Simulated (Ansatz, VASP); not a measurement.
## ZnO in VASP and in Ansatz

Contents of POSCAR:

```
ZnO
1.0
   -0.0354205886      2.0983498077      2.0983498077
    2.0983498077     -0.0354205886      2.0983498077
    2.0983498077      2.0983498077     -0.0354205886
Zn O
1 1
Direct
    0.0000000000      0.0000000000      0.0000000000
    0.5000000000      0.5000000000      0.5000000000
```

File INCAR.step1:

```
PREC = Accurate
ENCUT = 520
ISMEAR = 0
SIGMA = 0.01
LREAL = False
LASPH = True
NELM = 100
NBANDS = 16
GGA = PE
ALGO = Normal
EDIFF = 1E-4
LWAVE = True
LCHARG = False
```

The input INCAR.step2:

```
PREC = Accurate
ENCUT = 520
EDIFF = 1E-7
ISMEAR = 0
SIGMA = 0.01
LREAL = False
LASPH = True
NELM = 100
ALGO = Normal
ISIF = 2
LWAVE = False
LCHARG = False
METAGGA = R2SCAN
LMIXTAU = True
NBANDS = 16
ISTART = 1
```

KPOINTS

```
regular mesh
0
Gamma
  10 10 10
```

Input for Ansatz:

```yaml
crystal:
  lattice:
    - [-0.0354205886, 2.0983498077, 2.0983498077]
    - [2.0983498077, -0.0354205886, 2.0983498077]
    - [2.0983498077, 2.0983498077, -0.0354205886]
  atoms:
    - { symbol: Zn, position: [0.0, 0.0, 0.0] }
    - { symbol: O, position: [0.5, 0.5, 0.5] }
kpoints:
  mp_grid: { grid: [10, 10, 10] }
  band_path:
    path:
      - [0.0, 0.0, 0.0]
      - [0.5, 0.0, 0.5]
      - [0.625, 0.25, 0.625]
      - [0.375, 0.375, 0.75]
      - [0.5, 0.5, 0.5]
      - [0.5, 0.25, 0.75]
    npoints: 1
hamiltonian:
  xc: r2scan
scf:
  occupations: { method: fixed }
  n_extra_bands: 4
output:
  forces: true
  stress: true
  eigenvalues: true
```

Change from the starting cell: shear_111 strain -2.5%.

Alike in both runs: task single point; functional r2SCAN; k mesh 10 × 10 × 10; no spin polarisation.

|  | VASP | Ansatz |
| --- | --- | --- |
| version | VASP 6.6.1 | Ansatz 0.2.0 |
| potentials or method | VASP PAW PBE potentials, release 64 (Zn, O) | plane waves, PAW |
| plane-wave cutoff (eV) | 520 | 500 |
| occupations | gaussian, width 0.01 eV | fixed |
| valence electrons in the cell | 18 | 18 |

VASP gave:

* gap on the k mesh at the Fermi level (eV): 1.66
* pressure (GPa): 6.6
* largest component of the traceless stress (GPa): 1.50

**Question.** Which values does Ansatz return?

**Answer.** gap on the k mesh at the Fermi level (eV): 1.68; pressure (GPa): 5.1; largest component of the traceless stress (GPa): 1.56.

Caveats: the PAW data sets were made with another functional, which shifts forces and pressure a little (VASP). A k mesh can miss the band edges.
